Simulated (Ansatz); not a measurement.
Calculated electric field gradients for ZrS2

The cell is a computed structure from the Materials Project (it need not be an observed phase), ions relaxed with PBE at fixed cell.

```xyz
3
Lattice="3.6914 0.0000 0.0000 -1.8457 3.1968 0.0000 0.0000 0.0000 6.0411" Properties=species:S:1:pos:R:3 pbc="T T T"
Zr    0.0000    0.0000    0.0000
S     1.8457    1.0656    4.5997
S     0.0000    2.1312    1.4414
```

Atoms are numbered from 1 in the order listed; like atoms form one site, named after its first atom.

Level of theory: DFT, PBE, plane waves and PAW, scalar-relativistic, 420 eV cutoff, Γ-centred 10×10×6 k-points, Fermi–Dirac smearing 0.01 eV (Ansatz 0.2.0).

Conventions: |V_zz| ≥ |V_yy| ≥ |V_xx|, η = (V_xx − V_yy)/V_zz, C_Q = eQV_zz/h.

⁹¹Zr: I = 5/2, Q = -176.0 mb; 33S: I = 3/2, Q = -69.40 mb. Nuclear quadrupole moments: year-2017 set (Pyykkö).

| site | atoms (order as listed) | first shell | V_zz (10²¹ V/m²) | η | C_Q (MHz) |
| --- | --- | --- | --- | --- | --- |
| Zr | 1 | 6 S at 2.57 Å | -0.57 | 0.00 | 2.41 |
| S | 2, 3 | 3 Zr at 2.57 Å | -0.25 | 0.00 | 0.415 |

An axis of threefold or higher order runs through Zr and S, so V_zz lies along it and η is zero.

Without spin–orbit coupling (the program notes it for Zr) the gradients can shift somewhat, as the gap is small.
